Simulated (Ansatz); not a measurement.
# MnS (P6_3mc): equation of state

The task here is to estimate one member of a computed series from the others.

The COD entry's cell or inner coordinates are ideal or old and differ from later refinements, so a difference from it is no clean test against experiment.

Computed with Ansatz 0.2.0 (DFT PBE, scalar-relativistic, plane waves, PAW, unless a step's input says otherwise).

Spin polarisation is switched off on purpose; where the compound carries moments, volume, stiffness and gap are then not the real material's.

**The starting structure**

It takes space group P6_3mc (No. 186, hexagonal). Conventional cell: a = 3.452 Å, b = 3.452 Å, c = 6.013 Å, α = 90.00°, β = 90.00°, γ = 120.00°. Around Mn (site symmetry 3m) lie 4 S at 2.15 to 2.19 Å. Around S (site symmetry 3m) lie 4 Mn at 2.15 to 2.19 Å.

As a file:

```xyz
4
Lattice="3.4516 0.0000 0.0000 -1.7258 2.9892 0.0000 0.0000 0.0000 6.0126" Properties=species:S:1:pos:R:3 pbc="T T T"
Mn    0.0000    1.9928    0.0630
Mn    1.7258    0.9964    3.0693
S     0.0000    1.9928    2.2519
S     1.7258    0.9964    5.2582
```

An earlier run at PBE left this cell at 15.508 Å³/atom and 0.00 GPa (12×12×6 mesh).

Volume factors to run: 0.980, 1.020, 0.960, 1.040.

The first run:

Contents of input.yaml:

```yaml
crystal:
  lattice:
    - [3.4284201898, 0.0, 0.0]
    - [-1.7142100949, 2.9690989792, 0.0]
    - [0.0, 0.0, 5.9722224954]
  atoms:
    - { symbol: Mn, position: [0.3333333333, 0.6666666667, 0.0104739168] }
    - { symbol: Mn, position: [0.6666666667, 0.3333333333, 0.5104739168] }
    - { symbol: S, position: [0.3333333333, 0.6666666667, 0.3745260832] }
    - { symbol: S, position: [0.6666666667, 0.3333333333, 0.8745260832] }
basis:
  ecutwfc: 420
  ecutrho_ratio: 4
kpoints:
  mp_grid: { grid: [12, 12, 6] }
hamiltonian:
  xc: pbe
scf:
  occupations: { method: gaussian, width: 0.05 }
output:
  forces: true
  stress: true
  eigenvalues: true
relax:
  f_tol: 0.01
  max_steps: 40
  cell: { stress_tol: 0.1, fix: [volume] }
```

Run with:

```bash
ansatz run input.yaml --threads 1 --pin off --max-ram 2560MiB --backend cpu --events-out ev --progress --plain --runs-dir out
```

Among the steps run: Volume × 0.980; At 1.020 of the relaxed volume; Volume × 0.960; At 1.040 of the relaxed volume.

One table of the session follows, with a row left open; its other results are not shown here.

It belongs to the step «The fit». 

| volume (Å³/atom) | energy (meV/atom) | pressure (GPa) |
| --- | --- | --- |
| 14.888 | 10.52 | 5.47 |
| 15.198 | 2.55 | 2.67 |
| 15.508 | 0.00 | 0.00 |
| 15.819 | ? | ? |
| 16.129 | 9.25 | -4.57 |

**Question.** Estimate the row for volume (Å³/atom) = 15.819.

Worked estimate for «energy (meV/atom)». A straight line through the neighbours (15.508, 0.00) and (16.129, 9.25) gives 0.00 + (9.25 − 0.00) × (15.819 − 15.508) / (16.129 − 15.508) = 4.63; a parabola fitted to 3 rows on both sides gives 2.24.

**Answer.** energy (meV/atom): 2.42; pressure (GPa): -2.42. In «energy (meV/atom)» the line misses by +2.21 and the parabola by -0.18.
